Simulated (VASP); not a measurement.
# NaH (Fm-3m) in VASP: further runs, part 2 of 2

VASP 6.6.1. The steps go on from the part before.

### Step 3. Relaxation of cell and atoms, r2SCAN

This run uses another cell than the first one, of 14.53 Å³/atom, 1.055 times its volume.

POSCAR reads:

```
NaH
1.0
    0.0000000000      2.4400000000      2.4400000000
    2.4400000000      0.0000000000      2.4400000000
    2.4400000000      2.4400000000      0.0000000000
Na H
1 1
Direct
    0.0000000000      0.0000000000      0.0000000000
    0.5000000000      0.5000000000      0.5000000000
```

INCAR.step1 reads:

```
SYSTEM = NaH
PREC = Accurate
ENCUT = 600
ISMEAR = 0
SIGMA = 0.02
LREAL = .False.
LASPH = .True.
NELM = 100
GGA = PE
ALGO = Normal
EDIFF = 1E-4
LWAVE = .True.
LCHARG = .False.
```

INCAR.step2 reads:

```
SYSTEM = NaH
PREC = Accurate
ENCUT = 600
EDIFF = 1E-6
ISMEAR = 0
SIGMA = 0.02
LREAL = .False.
LASPH = .True.
NELM = 100
ALGO = Normal
ISIF = 3
LWAVE = .False.
LCHARG = .False.
METAGGA = R2SCAN
LMIXTAU = .True.
IBRION = 2
NSW = 100
EDIFFG = -0.005
ISTART = 1
```

KPOINTS reads:

```
regular mesh
0
Gamma
  8 8 8
  0 0 0
```

Potentials or basis: VASP PAW PBE potentials, release 64 (Na_pv, H).

The run is started by

```console
$ cat potpaw_PBE.64/Na_pv/POTCAR potpaw_PBE.64/H/POTCAR > POTCAR
$ cp INCAR.step1 INCAR
$ mpirun -np 1 vasp_std > vasp.out
$ cp INCAR.step2 INCAR
$ mpirun -np 1 vasp_std > vasp.out
```

OUTCAR:

```text
SYSTEM = NaH
   PREC = Accurate
   ENCUT = 600
   EDIFF = 1E-6
   ISMEAR = 0
   LREAL = .False.
   LASPH = .True.
   NELM = 100
   ISIF = 3
   METAGGA = R2SCAN
   IBRION = 2
   NSW = 100
   EDIFFG = -0.005
   ISTART = 1

 ion  position               nearest neighbor table
   1  0.000  0.000  0.000-
   2  0.500  0.500  0.500-

  LATTYP: Found a face centered cubic cell.
 ALAT       =     4.8800000000

  Lattice vectors:

 A1 = (   0.0000000000,   2.4400000000,   2.4400000000)
 A2 = (   2.4400000000,   0.0000000000,   2.4400000000)
 A3 = (   2.4400000000,   2.4400000000,   0.0000000000)

Analysis of symmetry for initial positions (statically):
=====================================================================
 Subroutine PRICEL returns:
 Original cell was already a primitive cell.

 Routine SETGRP: Setting up the symmetry group for a
 face centered cubic supercell.

 Subroutine GETGRP returns: Found 48 space group operations
 (whereof 48 operations were pure point group operations)
 out of a pool of 48 trial point group operations.

The static configuration has the point symmetry O_h .

Analysis of symmetry for dynamics (positions and initial velocities):
=====================================================================
 Subroutine PRICEL returns:
 Original cell was already a primitive cell.

 Routine SETGRP: Setting up the symmetry group for a
 face centered cubic supercell.

 Subroutine GETGRP returns: Found 48 space group operations
 (whereof 48 operations were pure point group operations)
 out of a pool of 48 trial point group operations.

The dynamic configuration has the point symmetry O_h .

 Subroutine INISYM returns: Found 48 space group operations
 (whereof 48 operations are pure point group operations),
 and found     1 'primitive' translations

----------------------------------------------------------------------------------------

                                     Primitive cell

  volume of cell :      29.0536

  direct lattice vectors                    reciprocal lattice vectors
     0.000000000  2.440000000  2.440000000    -0.204918033  0.204918033  0.204918033
     2.440000000  0.000000000  2.440000000     0.204918033 -0.204918033  0.204918033
     2.440000000  2.440000000  0.000000000     0.204918033  0.204918033 -0.204918033

  length of vectors
     3.450681092  3.450681092  3.450681092     0.354928444  0.354928444  0.354928444

  position of ions in fractional coordinates (direct lattice)
     0.000000000  0.000000000  0.000000000
     0.500000000  0.500000000  0.500000000

  ion indices of the primitive-cell ions
   primitive index   ion index
                 1           1
                 2           2

----------------------------------------------------------------------------------------

 KPOINTS: regular mesh

Automatic generation of k-mesh.
[... 27 lines left out ...]
  0.500000  0.000000  0.000000      4.000000
  0.125000  0.125000  0.000000      6.000000
[... 16 lines left out ...]
  0.500000  0.250000  0.125000     48.000000
 -0.375000  0.250000  0.125000     24.000000
 [... further k-points ...]
   k-points           NKPTS =     29   k-points in BZ     NKDIM =     29   number of bands    NBANDS=      8
   number of dos      NEDOS =    301   number of ions     NIONS =      2
   total plane-waves  NPLWV =  21952
   dimension x,y,z NGX =    28 NGY =   28 NGZ =   28
   dimension x,y,z NGXF=    56 NGYF=   56 NGZF=   56
   ions per type =               1   1
   NGX,Y,Z   is equivalent  to a cutoff of  13.49, 13.49, 13.49 a.u.
   NGXF,Y,Z  is equivalent  to a cutoff of  26.98, 26.98, 26.98 a.u.
 SYSTEM =  NaH
   PREC   = accura    normal or accurate (medium, high low for compatibility)
   ISTART =      1    job   : 0-new  1-cont  2-samecut
   ICHARG =      0    charge: 1-file 2-atom 10-const
   ISPIN  =      1    spin polarized calculation?
   LNONCOLLINEAR =      F non collinear calculations
   LSORBIT =      F    spin-orbit coupling
   LASPH  =      T    aspherical Exc in radial PAW
   ENCUT  =  600.0 eV  44.10 Ry    6.64 a.u.   6.89  6.89  6.89*2*pi/ulx,y,z
   NELM   =    100;   NELMIN=  2; NELMDL=  0     # of ELM steps
   EDIFF  = 0.1E-05   stopping-criterion for ELM
   LREAL  =      F    real-space projection
   EDIFFG = -.5E-02   stopping-criterion for IOM
   NSW    =    100    number of steps for IOM
   IBRION =      2    ionic relax: 0-MD 1-quasi-New 2-CG
   NFREE  =      1    steps in history (QN), initial steepest desc. (CG)
   ISIF   =      3    stress and relaxation
   ISYM   =      2    0-nonsym 1-usesym 2-fastsym
   POTIM  = 0.5000    time-step for ionic-motion
   TEBEG  =    0.0;   TEEND  =   0.0 temperature during run
   PSTRESS=    0.0 pullay stress
   NELECT =       8.0000    total number of electrons
   NUPDOWN=      -1.0000    fix difference up-down
   EMIN   =  10.00;   EMAX   =-10.00  energy-range for DOS
   EFERMI =   0.00;   METHOD = LEGACY
   ISMEAR =     0;   SIGMA  =   0.02  broadening in eV -4-tet -1-fermi 0-gaus
   EFERMI_NEDOS =   21; number of points for ismear=-14 and -15
   IALGO  =     38    algorithm
   IMIX   =      4    mixing-type and parameters
     AMIX     =   0.40;   BMIX     =  1.00
     AMIX_MAG =   1.60;   BMIX_MAG =  1.00
  volume/ion in A,a.u.               =      14.53        98.03
  Fermi-wavevector in a.u.,A,eV,Ry     =   1.065054  2.012660 15.433636  1.134340
  Thomas-Fermi vector in A             =   2.200593
   LORBIT       =      0    0 simple, 1 ext, 2 COOP (PROOUT), +10 PAW based schemes
   METAGGA = R2SCAN    functional components
   LHFCALC =     F    Hartree Fock is set to
   AEXX    =    0.0000 exact exchange contribution
   IVDW    =     0    specifies the selected vdW correction
   LEPSILON=     F    determine dielectric tensor
   LRPA    =     F    only Hartree local field effects (RPA)
 conjugate gradient relaxation of ions
 non-spin polarized calculation
 Gauss-broadening in eV      SIGMA  =   0.02
  energy-cutoff  :      600.00
  volume of cell :       29.05
 maximum number of plane-waves:       982
   NGX = 13   NGY = 13   NGZ = 13

--------------------------------------- Ionic step        1  -------------------------------------------

 number of electron       8.0000008 magnetization

 Free energy of the ion-electron system (eV)
  ---------------------------------------------------
  ext. energy  EPLUGINS =         0.00000000
  ---------------------------------------------------
  free energy    TOTEN  =        -7.59606876 eV

  energy without entropy =       -7.59606876  energy(sigma->0) =       -7.59606876

------------------------ aborting loop because EDIFF is reached ----------------------------------------

  FORCE on cell =-STRESS in cart. coord.  units (eV):
  Direction    XX          YY          ZZ          XY          YZ          ZX
  --------------------------------------------------------------------------------------
  -------------------------------------------------------------------------------------
  Total       -0.2380611     -0.2380611     -0.2380611     -0.0000000     -0.0000000     -0.0000000
  in kB      -13.1280289    -13.1280289    -13.1280289     -0.0000000     -0.0000000     -0.0000000
  external PRESSURE =     -13.1280289 kB  Pullay stress =       0.0000000 kB
[... 167 lines left out ...]
--------------------------------------- Ionic step        6  -------------------------------------------

 number of electron       7.9999992 magnetization

 Free energy of the ion-electron system (eV)
  ---------------------------------------------------
  ext. energy  EPLUGINS =         0.00000000
  ---------------------------------------------------
  free energy    TOTEN  =        -7.60456351 eV

  energy without entropy =       -7.60456351  energy(sigma->0) =       -7.60456351

 E-fermi :  -1.1753     XC(G=0):  -8.2663

 val. band max:       -1.3464483618   @ k =  -0.2500   0.5000   0.2500
 cond. band min:       3.0856168016   @ k =   0.5000   0.0000   0.0000
 fundamental gap:      4.4320651634
 Fermi energy:        -1.1752804521

 k-point     1 :       0.0000    0.0000    0.0000
  band No.  band energies     occupation
      1     -24.1832      2.00000
      2     -24.1829      2.00000
      3     -24.1829      2.00000
      4      -4.9935      2.00000
      5      10.4151      0.00000
      6      15.2695      0.00000
      7      15.2695      0.00000
      8      15.2695      0.00000
[... 243 lines left out ...]
 k-point    24 :      -0.3750    0.2500    0.1250
  band No.  band energies     occupation
      1     -24.2674      2.00000
      2     -24.2193      2.00000
      3     -24.2026      2.00000
      4      -1.8214      2.00000
      5       3.8945      0.00000
      6       7.2453      0.00000
      7      10.6841      0.00000
      8      14.9648      0.00000

 [... further k-points ...]
[... 5 lines left out ...]
  --------------------------------------------------------------------------------------
  -------------------------------------------------------------------------------------
  Total       -0.0023897     -0.0023897     -0.0023897     -0.0000000      0.0000000     -0.0000000
  in kB       -0.1405077     -0.1405077     -0.1405077     -0.0000000      0.0000000     -0.0000000
  external PRESSURE =      -0.1405077 kB  Pullay stress =       0.0000000 kB
[... 17 lines left out ...]
  FREE ENERGIE OF THE ION-ELECTRON SYSTEM (eV)
  ---------------------------------------------------
  free  energy   TOTEN  =        -7.6045635123 eV

  energy  without entropy=       -7.6045635123  energy(sigma->0) =       -7.60456351

 reached required accuracy - stopping structural energy minimisation
```

Run time: 5.8 min. Hardware: 1 thread of AMD EPYC, shared host; peak memory 0.12 GiB.

What came out:

| Property | Result |
| --- | --- |
| Free energy | -7.6046 eV |
| Relaxed volume | 13.62 Å³/atom |
| Relaxed cell | a = 3.378 Å, b = 3.378 Å, c = 3.378 Å, α = 60.00°, β = 60.00°, γ = 60.00° |
| Space group after relaxing (to 0.05 Å) | Fm-3m (No. 225) |
| Energy gained by relaxing | 4.2 meV/atom |
| Ionic steps | 6 |
| Pressure after relaxing | 0.0 GPa |
| Band gap on the k mesh | 4.43 eV, indirect (least direct gap 5.28 eV) |

Step by step:
```
step  energy change (eV)  largest force (eV/Å)  pressure (GPa)  volume (Å³)
   1              0.0000                0.0000           -1.31        29.05
   2             -0.0037                0.0000           -0.90        28.56
   3             -0.0057                0.0000           -0.67        28.19
   4             -0.0082                0.0000           -0.25        27.48
   5             -0.0043                0.0000            1.37        26.08
   6             -0.0085                0.0000           -0.01        27.25
```

Final structure:
```yaml
crystal:
  lattice:
    - [0.00000, 2.38839, 2.38839]
    - [2.38839, 0.00000, 2.38839]
    - [2.38839, 2.38839, 0.00000]
  atoms:
    - { symbol: Na, position: [0.00000, 0.00000, 0.00000] }
    - { symbol: H, position: [0.50000, 0.50000, 0.50000] }
```

Levels at points of the mesh, in eV from the valence-band top:
| k point | band 2 | band 3 | band 4 | band 5 | band 6 | band 7 |
| --- | --- | --- | --- | --- | --- | --- |
| (0.00, 0.00, 0.00) | -22.84 | -22.84 | -3.65 | 11.76 | 16.62 | 16.62 |
| (0.50, 0.00, 0.00) | -22.85 | -22.85 | -0.85 | 4.43 | 11.94 | 14.13 |
| (0.50, 0.50, 0.00) | -22.87 | -22.87 | -0.18 | 5.27 | 10.84 | 11.61 |

Caveat: the PAW data sets were made with another functional, which shifts forces and pressure a little.

### Step 4. Single point, r2SCAN

POSCAR reads:

```
NaH
1.0
    0.0000000000      2.3972135880      2.3972135880
    2.3972135880      0.0000000000      2.3972135880
    2.3972135880      2.3972135880      0.0000000000
Na H
1 1
Direct
    0.0000000000      0.0000000000      0.0000000000
    0.5000000000      0.5000000000      0.5000000000
```

INCAR.step1 reads:

```
SYSTEM = NaH
PREC     = Accurate       ! precision mode
ENCUT    = 520            ! plane-wave cutoff, eV
ISMEAR   = -5             ! smearing method
SIGMA    = 0.02           ! smearing width, eV
LREAL    = .FALSE.        ! projectors in reciprocal space
LASPH    = .TRUE.         ! aspherical terms in the spheres
NELM     = 100            ! most SCF steps
GGA      = PE             ! functional
ALGO     = Normal         ! electronic algorithm
EDIFF    = 1E-4           ! SCF threshold, eV
LWAVE    = .TRUE.         ! write WAVECAR
LCHARG   = .FALSE.        ! write CHGCAR
```

INCAR.step2 reads:

```
SYSTEM = NaH
PREC     = Accurate       ! precision mode
ENCUT    = 520            ! plane-wave cutoff, eV
EDIFF    = 1E-7           ! SCF threshold, eV
ISMEAR   = 0              ! smearing method
SIGMA    = 0.02           ! smearing width, eV
LREAL    = .FALSE.        ! projectors in reciprocal space
LASPH    = .TRUE.         ! aspherical terms in the spheres
NELM     = 100            ! most SCF steps
ALGO     = Normal         ! electronic algorithm
ISIF     = 2              ! what is computed and relaxed
LWAVE    = .FALSE.        ! write WAVECAR
LCHARG   = .FALSE.        ! write CHGCAR
METAGGA  = R2SCAN         ! meta-GGA
LMIXTAU  = .TRUE.       
LORBIT   = 11             ! projections on sites
ISTART   = 1
```

KPOINTS reads:

```
regular mesh
0
G
  8 8 8
  0 0 0
```

The run is started by

```console
$ cat potpaw_PBE.64/Na_pv/POTCAR potpaw_PBE.64/H/POTCAR > POTCAR
$ cp INCAR.step1 INCAR
$ mpirun -np 1 vasp_std > vasp.out
$ cp INCAR.step2 INCAR
$ mpirun -np 1 vasp_std > vasp.out
```

Run time: 81 s. Hardware: 1 thread of AMD EPYC, shared host; peak memory 0.12 GiB.

It converged, with:

- Free energy: -7.6025 eV
- Pressure: -0.3 GPa
- Band gap on the k mesh: 4.41 eV, indirect (least direct gap 5.26 eV)
- Valence electrons inside the program's atomic spheres: Na 6.04; H 0.53

Levels at points of the mesh, in eV from the valence-band top:
| k point | band 2 | band 3 | band 4 | band 5 | band 6 | band 7 |
| --- | --- | --- | --- | --- | --- | --- |
| (0.00, 0.00, 0.00) | -22.86 | -22.86 | -3.62 | 11.66 | 16.53 | 16.53 |
| (0.50, 0.00, 0.00) | -22.87 | -22.87 | -0.84 | 4.41 | 11.86 | 14.06 |
| (0.50, 0.50, 0.00) | -22.89 | -22.89 | -0.17 | 5.24 | 10.80 | 11.54 |

Caveat: the PAW data sets were made with another functional, which shifts forces and pressure a little. r2SCAN opens gaps a little over a GGA but as a rule still falls short of measured ones.
